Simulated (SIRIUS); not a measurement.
# ZrB2 (P6/mmm) in SIRIUS: notebook, part 4 of 5

SIRIUS 7.12.0.

**7. Equation of state, PW91, 10.04 Å³/atom (volume scaled by 0.98)**

sirius.json reads:

```json
{
  "control": {
    "processing_unit": "cpu",
    "std_evp_solver_name": "lapack",
    "gen_evp_solver_name": "lapack",
    "verbosity": 2,
    "print_forces": false,
    "ortho_rf": true,
    "use_second_variation": true,
    "rmt_max": 3.0,
    "num_bands_to_print": 24,
    "save_wf": true
  },
  "parameters": {
    "electronic_structure_method": "full_potential_lapwlo",
    "xc_functionals": ["XC_GGA_X_PW91", "XC_GGA_C_PW91"],
    "core_relativity": "dirac",
    "valence_relativity": "iora",
    "num_fv_states": 24,
    "smearing": "fermi_dirac",
    "smearing_width": 0.0018374661,
    "pw_cutoff": 20,
    "gk_cutoff": 3.92,
    "lmax_apw": 11,
    "lmax_rho": 8,
    "lmax_pot": 8,
    "num_mag_dims": 0,
    "auto_rmt": 0,
    "ngridk": [10, 10, 8],
    "shiftk": [0, 0, 0],
    "num_dft_iter": 80,
    "energy_tol": 1e-07,
    "density_tol": 1e-05,
    "use_symmetry": true
  },
  "settings": {"tol_ne": 1e-10},
  "iterative_solver": {"type": "exact"},
  "mixer": {"type": "anderson", "beta": 0.5, "max_history": 8},
  "unit_cell": {
    "lattice_vectors": [[5.9502263634, 0.0, 0.0], [-2.9751131817, 5.1530471889, 0.0], [0.0, 0.0, 6.6315929783]],
    "atom_types": ["B", "Zr"],
    "atom_files": {"B": "B.json", "Zr": "Zr.json"},
    "atoms": {"B": [[0.6666666667, 0.3333333333, 0.5], [0.3333333333, 0.6666666667, 0.5]], "Zr": [[0.0, 0.0, 0.0]]}
  }
}
```

B.json reads:

```json
{
  "name": "boron",
  "symbol": "B",
  "number": 5,
  "mass": 10.811,
  "rmin": 1e-06,
  "rmt": 1.66,
  "nrmt": 800,
  "rinf": 17.81,
  "core": "1s",
  "valence": [
    {"basis": [{"enu": 0.25, "dme": 0, "n": 0, "auto": 0}, {"enu": 0.25, "dme": 1, "n": 0, "auto": 0}]},
    {"l": 0, "n": 1, "basis": [{"enu": 0.2959, "dme": 0, "n": 0, "auto": 0}]},
    {"l": 1, "n": 2, "basis": [{"enu": 0.35, "dme": 0, "n": 0, "auto": 0}]},
    {"l": 2, "n": 3, "basis": [{"enu": 0.35, "dme": 0, "n": 0, "auto": 0}]},
    {"l": 3, "n": 4, "basis": [{"enu": 0.35, "dme": 0, "n": 0, "auto": 0}]}
  ],
  "lo": [
    {
      "l": 0,
      "basis": [{"enu": 0.2959, "dme": 0, "n": 0, "auto": 0}, {"enu": 0.2959, "dme": 1, "n": 0, "auto": 0}]
    },
    {
      "l": 0,
      "basis": [{"enu": 0.2959, "dme": 1, "n": 0, "auto": 0}, {"enu": 0.2959, "dme": 2, "n": 0, "auto": 0}]
    },
    {
      "l": 0,
      "basis": [{"enu": 0.2959, "dme": 0, "n": 0, "auto": 0}, {"enu": 4.6507, "dme": 0, "n": 0, "auto": 0}]
    },
    {"l": 1, "basis": [{"enu": 0.35, "dme": 0, "n": 0, "auto": 0}, {"enu": 0.35, "dme": 1, "n": 0, "auto": 0}]},
    {"l": 1, "basis": [{"enu": 0.35, "dme": 1, "n": 0, "auto": 0}, {"enu": 0.35, "dme": 2, "n": 0, "auto": 0}]},
    {"l": 1, "basis": [{"enu": 0.35, "dme": 0, "n": 0, "auto": 0}, {"enu": 5.358, "dme": 0, "n": 0, "auto": 0}]},
    {"l": 2, "basis": [{"enu": 0.35, "dme": 0, "n": 0, "auto": 0}, {"enu": 0.35, "dme": 1, "n": 0, "auto": 0}]},
    {"l": 2, "basis": [{"enu": 0.35, "dme": 1, "n": 0, "auto": 0}, {"enu": 0.35, "dme": 2, "n": 0, "auto": 0}]},
    {"l": 2, "basis": [{"enu": 0.35, "dme": 0, "n": 0, "auto": 0}, {"enu": 6.0112, "dme": 0, "n": 0, "auto": 0}]},
    {"l": 3, "basis": [{"enu": 0.35, "dme": 0, "n": 0, "auto": 0}, {"enu": 0.35, "dme": 1, "n": 0, "auto": 0}]}
  ],
  "free_atom": [... radial grid and density of the free atom, the start of the SCF ...]
}
```

Zr.json reads:

```json
{
  "name": "zirconium",
  "symbol": "Zr",
  "number": 40,
  "mass": 91.224,
  "rmin": 1e-06,
  "rmt": 2.43,
  "nrmt": 800,
  "rinf": 17.42,
  "core": "1s2s2p3s3p",
  "valence": [
    {"basis": [{"enu": 0.25, "dme": 0, "n": 0, "auto": 0}, {"enu": 0.25, "dme": 1, "n": 0, "auto": 0}]},
    {"l": 0, "n": 1, "basis": [{"enu": 0.35, "dme": 0, "n": 0, "auto": 0}]},
    {"l": 1, "n": 2, "basis": [{"enu": 0.35, "dme": 0, "n": 0, "auto": 0}]},
    {"l": 2, "n": 3, "basis": [{"enu": 0.35, "dme": 0, "n": 0, "auto": 0}]},
    {"l": 3, "n": 4, "basis": [{"enu": 0.35, "dme": 0, "n": 0, "auto": 0}]}
  ],
  "lo": [
    {"l": 0, "basis": [{"enu": 0.35, "dme": 0, "n": 0, "auto": 0}, {"enu": 0.35, "dme": 1, "n": 0, "auto": 0}]},
    {
      "l": 0,
      "basis": [{"enu": -1.5112, "dme": 0, "n": 4, "auto": 1}, {"enu": -1.5112, "dme": 1, "n": 4, "auto": 1}]
    },
    {
      "l": 0,
      "basis": [{"enu": -1.5112, "dme": 1, "n": 4, "auto": 1}, {"enu": 0.35, "dme": 0, "n": 0, "auto": 0}]
    },
    {"l": 0, "basis": [{"enu": 0.35, "dme": 0, "n": 0, "auto": 0}, {"enu": 3.0596, "dme": 0, "n": 0, "auto": 0}]},
    {"l": 1, "basis": [{"enu": 0.35, "dme": 0, "n": 0, "auto": 0}, {"enu": 0.35, "dme": 1, "n": 0, "auto": 0}]},
    {
      "l": 1,
      "basis": [{"enu": -0.7059, "dme": 0, "n": 4, "auto": 1}, {"enu": -0.7059, "dme": 1, "n": 4, "auto": 1}]
    },
    {
      "l": 1,
      "basis": [{"enu": -0.7059, "dme": 1, "n": 4, "auto": 1}, {"enu": 0.35, "dme": 0, "n": 0, "auto": 0}]
    },
    {"l": 1, "basis": [{"enu": 0.35, "dme": 0, "n": 0, "auto": 0}, {"enu": 3.4661, "dme": 0, "n": 0, "auto": 0}]},
    {"l": 2, "basis": [{"enu": 0.35, "dme": 0, "n": 0, "auto": 0}, {"enu": 0.35, "dme": 1, "n": 0, "auto": 0}]},
    {"l": 2, "basis": [{"enu": 0.35, "dme": 1, "n": 0, "auto": 0}, {"enu": 0.35, "dme": 2, "n": 0, "auto": 0}]},
    {
      "l": 2,
      "basis": [{"enu": -5.9426, "dme": 0, "n": 3, "auto": 1}, {"enu": -5.9426, "dme": 1, "n": 3, "auto": 1}]
    },
    {"l": 2, "basis": [{"enu": 0.35, "dme": 0, "n": 0, "auto": 0}, {"enu": 2.9919, "dme": 0, "n": 0, "auto": 0}]},
    {"l": 3, "basis": [{"enu": 0.35, "dme": 0, "n": 0, "auto": 0}, {"enu": 0.35, "dme": 1, "n": 0, "auto": 0}]},
    {"l": 3, "basis": [{"enu": 0.35, "dme": 0, "n": 0, "auto": 0}, {"enu": 3.2967, "dme": 0, "n": 0, "auto": 0}]}
  ],
  "free_atom": [... radial grid and density of the free atom, the start of the SCF ...]
}
```

sirius_start.json reads:

```json
{
  "control": {
    "processing_unit": "cpu",
    "std_evp_solver_name": "lapack",
    "gen_evp_solver_name": "lapack",
    "verbosity": 1,
    "print_forces": false,
    "ortho_rf": true,
    "use_second_variation": true,
    "rmt_max": 3.0,
    "num_bands_to_print": 24,
    "save_wf": false
  },
  "parameters": {
    "electronic_structure_method": "full_potential_lapwlo",
    "xc_functionals": ["XC_LDA_X", "XC_LDA_C_PW"],
    "core_relativity": "dirac",
    "valence_relativity": "iora",
    "num_fv_states": 24,
    "smearing": "fermi_dirac",
    "smearing_width": 0.0055123983,
    "pw_cutoff": 20,
    "gk_cutoff": 3.13,
    "lmax_apw": 11,
    "lmax_rho": 8,
    "lmax_pot": 8,
    "num_mag_dims": 0,
    "auto_rmt": 0,
    "ngridk": [4, 4, 3],
    "shiftk": [0, 0, 0],
    "num_dft_iter": 30,
    "energy_tol": 0.01,
    "density_tol": 0.05,
    "use_symmetry": true
  },
  "settings": {"tol_ne": 1e-10},
  "iterative_solver": {"type": "exact"},
  "mixer": {"type": "anderson", "beta": 0.5, "max_history": 8},
  "unit_cell": {
    "lattice_vectors": [[5.9502263634, 0.0, 0.0], [-2.9751131817, 5.1530471889, 0.0], [0.0, 0.0, 6.6315929783]],
    "atom_types": ["B", "Zr"],
    "atom_files": {"B": "B.json", "Zr": "Zr.json"},
    "atoms": {"B": [[0.6666666667, 0.3333333333, 0.5], [0.3333333333, 0.6666666667, 0.5]], "Zr": [[0.0, 0.0, 0.0]]}
  }
}
```

On the command line:

```
OMP_NUM_THREADS=1 sirius.scf --input=sirius_start.json --output=start.json
OMP_NUM_THREADS=1 sirius.scf --input=sirius.json --output=output.json --task=1
```

Wall time 2.8 min (1 thread of Arm Neoverse V1, shared host); peak memory 0.6 GiB.

It converged, with:

```yaml
Free_energy: -99314.1250 eV
Band_gap_on_the_k_mesh: none (metal or under the smearing width)
All_electrons_inside_the_program's_atomic_spheres: Zr 37.76; B 3.73 (radii B 1.66, Zr 2.43 bohr)
```

**8. Equation of state, PW91, 10.25 Å³/atom**

Edit sirius.json of step 7 so:

```diff
@@ -39,3 +39,3 @@
   "unit_cell": {
-    "lattice_vectors": [[5.9502263634, 0.0, 0.0], [-2.9751131817, 5.1530471889, 0.0], [0.0, 0.0, 6.6315929783]],
+    "lattice_vectors": [[5.9904318151, 0.0, 0.0], [-2.9952159075, 5.1878661315, 0.0], [0.0, 0.0, 6.6764023983]],
     "atom_types": ["B", "Zr"],
```

B.json reads:

```json
{
  "name": "boron",
  "symbol": "B",
  "number": 5,
  "mass": 10.811,
  "rmin": 1e-06,
  "rmt": 1.66,
  "nrmt": 800,
  "rinf": 17.81,
  "core": "1s",
  "valence": [
    {"basis": [{"enu": 0.24, "dme": 0, "n": 0, "auto": 0}, {"enu": 0.24, "dme": 1, "n": 0, "auto": 0}]},
    {"l": 0, "n": 1, "basis": [{"enu": 0.2859, "dme": 0, "n": 0, "auto": 0}]},
    {"l": 1, "n": 2, "basis": [{"enu": 0.34, "dme": 0, "n": 0, "auto": 0}]},
    {"l": 2, "n": 3, "basis": [{"enu": 0.34, "dme": 0, "n": 0, "auto": 0}]},
    {"l": 3, "n": 4, "basis": [{"enu": 0.34, "dme": 0, "n": 0, "auto": 0}]}
  ],
  "lo": [
    {
      "l": 0,
      "basis": [{"enu": 0.2859, "dme": 0, "n": 0, "auto": 0}, {"enu": 0.2859, "dme": 1, "n": 0, "auto": 0}]
    },
    {
      "l": 0,
      "basis": [{"enu": 0.2859, "dme": 1, "n": 0, "auto": 0}, {"enu": 0.2859, "dme": 2, "n": 0, "auto": 0}]
    },
    {
      "l": 0,
      "basis": [{"enu": 0.2859, "dme": 0, "n": 0, "auto": 0}, {"enu": 4.6407, "dme": 0, "n": 0, "auto": 0}]
    },
    {"l": 1, "basis": [{"enu": 0.34, "dme": 0, "n": 0, "auto": 0}, {"enu": 0.34, "dme": 1, "n": 0, "auto": 0}]},
    {"l": 1, "basis": [{"enu": 0.34, "dme": 1, "n": 0, "auto": 0}, {"enu": 0.34, "dme": 2, "n": 0, "auto": 0}]},
    {"l": 1, "basis": [{"enu": 0.34, "dme": 0, "n": 0, "auto": 0}, {"enu": 5.348, "dme": 0, "n": 0, "auto": 0}]},
    {"l": 2, "basis": [{"enu": 0.34, "dme": 0, "n": 0, "auto": 0}, {"enu": 0.34, "dme": 1, "n": 0, "auto": 0}]},
    {"l": 2, "basis": [{"enu": 0.34, "dme": 1, "n": 0, "auto": 0}, {"enu": 0.34, "dme": 2, "n": 0, "auto": 0}]},
    {"l": 2, "basis": [{"enu": 0.34, "dme": 0, "n": 0, "auto": 0}, {"enu": 6.0012, "dme": 0, "n": 0, "auto": 0}]},
    {"l": 3, "basis": [{"enu": 0.34, "dme": 0, "n": 0, "auto": 0}, {"enu": 0.34, "dme": 1, "n": 0, "auto": 0}]}
  ],
  "free_atom": [... radial grid and density of the free atom, the start of the SCF ...]
}
```

Zr.json reads:

```json
{
  "name": "zirconium",
  "symbol": "Zr",
  "number": 40,
  "mass": 91.224,
  "rmin": 1e-06,
  "rmt": 2.43,
  "nrmt": 800,
  "rinf": 17.42,
  "core": "1s2s2p3s3p",
  "valence": [
    {"basis": [{"enu": 0.24, "dme": 0, "n": 0, "auto": 0}, {"enu": 0.24, "dme": 1, "n": 0, "auto": 0}]},
    {"l": 0, "n": 1, "basis": [{"enu": 0.34, "dme": 0, "n": 0, "auto": 0}]},
    {"l": 1, "n": 2, "basis": [{"enu": 0.34, "dme": 0, "n": 0, "auto": 0}]},
    {"l": 2, "n": 3, "basis": [{"enu": 0.34, "dme": 0, "n": 0, "auto": 0}]},
    {"l": 3, "n": 4, "basis": [{"enu": 0.34, "dme": 0, "n": 0, "auto": 0}]}
  ],
  "lo": [
    {"l": 0, "basis": [{"enu": 0.34, "dme": 0, "n": 0, "auto": 0}, {"enu": 0.34, "dme": 1, "n": 0, "auto": 0}]},
    {
      "l": 0,
      "basis": [{"enu": -1.5212, "dme": 0, "n": 4, "auto": 1}, {"enu": -1.5212, "dme": 1, "n": 4, "auto": 1}]
    },
    {
      "l": 0,
      "basis": [{"enu": -1.5212, "dme": 1, "n": 4, "auto": 1}, {"enu": 0.34, "dme": 0, "n": 0, "auto": 0}]
    },
    {"l": 0, "basis": [{"enu": 0.34, "dme": 0, "n": 0, "auto": 0}, {"enu": 3.0496, "dme": 0, "n": 0, "auto": 0}]},
    {"l": 1, "basis": [{"enu": 0.34, "dme": 0, "n": 0, "auto": 0}, {"enu": 0.34, "dme": 1, "n": 0, "auto": 0}]},
    {
      "l": 1,
      "basis": [{"enu": -0.7159, "dme": 0, "n": 4, "auto": 1}, {"enu": -0.7159, "dme": 1, "n": 4, "auto": 1}]
    },
    {
      "l": 1,
      "basis": [{"enu": -0.7159, "dme": 1, "n": 4, "auto": 1}, {"enu": 0.34, "dme": 0, "n": 0, "auto": 0}]
    },
    {"l": 1, "basis": [{"enu": 0.34, "dme": 0, "n": 0, "auto": 0}, {"enu": 3.4561, "dme": 0, "n": 0, "auto": 0}]},
    {"l": 2, "basis": [{"enu": 0.34, "dme": 0, "n": 0, "auto": 0}, {"enu": 0.34, "dme": 1, "n": 0, "auto": 0}]},
    {"l": 2, "basis": [{"enu": 0.34, "dme": 1, "n": 0, "auto": 0}, {"enu": 0.34, "dme": 2, "n": 0, "auto": 0}]},
    {
      "l": 2,
      "basis": [{"enu": -5.9526, "dme": 0, "n": 3, "auto": 1}, {"enu": -5.9526, "dme": 1, "n": 3, "auto": 1}]
    },
    {"l": 2, "basis": [{"enu": 0.34, "dme": 0, "n": 0, "auto": 0}, {"enu": 2.9819, "dme": 0, "n": 0, "auto": 0}]},
    {"l": 3, "basis": [{"enu": 0.34, "dme": 0, "n": 0, "auto": 0}, {"enu": 0.34, "dme": 1, "n": 0, "auto": 0}]},
    {"l": 3, "basis": [{"enu": 0.34, "dme": 0, "n": 0, "auto": 0}, {"enu": 3.2867, "dme": 0, "n": 0, "auto": 0}]}
  ],
  "free_atom": [... radial grid and density of the free atom, the start of the SCF ...]
}
```

Edit sirius_start.json of step 7 so:

```diff
@@ -39,3 +39,3 @@
   "unit_cell": {
-    "lattice_vectors": [[5.9502263634, 0.0, 0.0], [-2.9751131817, 5.1530471889, 0.0], [0.0, 0.0, 6.6315929783]],
+    "lattice_vectors": [[5.9904318151, 0.0, 0.0], [-2.9952159075, 5.1878661315, 0.0], [0.0, 0.0, 6.6764023983]],
     "atom_types": ["B", "Zr"],
```

On the command line:

```
OMP_NUM_THREADS=1 sirius.scf --input=sirius_start.json --output=start.json
OMP_NUM_THREADS=1 sirius.scf --input=sirius.json --output=output.json --task=1
```

Run time: 7.5 min. Hardware: 1 thread of Arm Neoverse V1, shared host; peak memory 0.62 GiB.

Results (log left out):

```yaml
Free_energy: -99314.1380 eV
Band_gap_on_the_k_mesh: none (metal or under the smearing width)
All_electrons_inside_the_program's_atomic_spheres: Zr 37.73; B 3.70 (radii B 1.66, Zr 2.43 bohr)
```

(Continued in part 5 of 5.)
